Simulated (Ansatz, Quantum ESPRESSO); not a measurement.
This is a calculation of Os (Osmium) for Ansatz 0.2.0. 

File input.yaml:

```yaml
crystal:
  lattice:
    - [2.7341, 0.0, 0.0]
    - [-1.36705, 2.3678000565, 0.0]
    - [0.0, 0.0, 4.3197]
  atoms:
    - { symbol: Os, position: [0.6666666667, 0.3333333333, 0.75] }
    - { symbol: Os, position: [0.3333333333, 0.6666666667, 0.25] }
hamiltonian:
  xc: pbesol
  pseudopotentials: { kind: paw }
kpoints:
  mp_grid: { grid: [11, 11, 6] }
scf:
  occupations: { method: fermi_dirac, width: 0.05 }
output:
  forces: true
  stress: true
  eigenvalues: true
```

Potentials or basis: Ansatz PAW.

Run with:

```bash
$ ansatz run input.yaml --threads 1 --pin off --max-ram 3584MiB --backend cpu --events-out ev --progress --plain --runs-dir out
```

Q: Translate it to Quantum ESPRESSO 7.5. Potentials or basis there: GBRV 1.5 PBEsol, cutoff 612 eV.

A: As run (cutoffs and basis follow the program's own potentials, and thresholds, step limits or extra output files can differ):

pw.in

```
&CONTROL
  calculation = 'scf'
  prefix = 'pwscf'
  outdir = './tmp'
  pseudo_dir = './pseudo'
  tprnfor = .true.
  tstress = .true.
  disk_io = 'low'
/
&SYSTEM
  ibrav = 0
  celldm(1) = 8
  nat = 2
  ntyp = 1
  ecutwfc = 45
  ecutrho = 360
  nbnd = 24
  occupations = 'smearing'
  smearing = 'fd'
  degauss = 0.00367493
/
&ELECTRONS
  conv_thr = 4d-10
  electron_maxstep = 120
  mixing_beta = 0.5
/
ATOMIC_SPECIES
Os   190.2300 os_pbesol_v1.2.uspp.F.UPF
CELL_PARAMETERS alat
  0.6458375246674   0.0000000000000   0.0000000000000
 -0.3229187623337   0.5593117030823   0.0000000000000
  0.0000000000000   0.0000000000000   1.0203812425682
ATOMIC_POSITIONS crystal
Os     0.6666666667    0.3333333333    0.7500000000
Os     0.3333333333    0.6666666667    0.2500000000
K_POINTS automatic
11 11 6 0 0 0
```

Contents of pp_density.in:

```
&INPUTPP
  prefix = 'pwscf'
  outdir = './tmp'
  filplot = 'density.dat'
  plot_num = 0
/
&PLOT
  nfile = 1
  filepp(1) = 'density.dat'
  iflag = 3
  output_format = 6
  fileout = 'density.cube'
/
```

pp_potential.in

```
&INPUTPP
  prefix = 'pwscf'
  outdir = './tmp'
  filplot = 'potential.dat'
  plot_num = 11
/
&PLOT
  nfile = 1
  filepp(1) = 'potential.dat'
  iflag = 3
  output_format = 6
  fileout = 'potential.cube'
/
```

Potentials or basis: GBRV 1.5 PBEsol.

The run is started by

```bash
$ OMP_NUM_THREADS=1 mpirun -n 2 pw.x -nk 2 -in pw.in > pw.out
$ OMP_NUM_THREADS=1 mpirun -n 1 pp.x -in pp_density.in > pp_density.out
$ OMP_NUM_THREADS=1 mpirun -n 1 pp.x -in pp_potential.in > pp_potential.out
```

Both were run:

|  | Ansatz | Quantum ESPRESSO |
| --- | --- | --- |
| Pressure | -2.7 GPa | -3.2 GPa |

Ansatz's pressure holds a Pulay term of +0.07 GPa for its cutoff of 420 eV, which the other run lacks.

Ansatz's potentials were made for PBE.

Where Ansatz's input types no cutoff or centring, it takes its own default and a Γ-centred mesh.

Pressure is positive in compression.
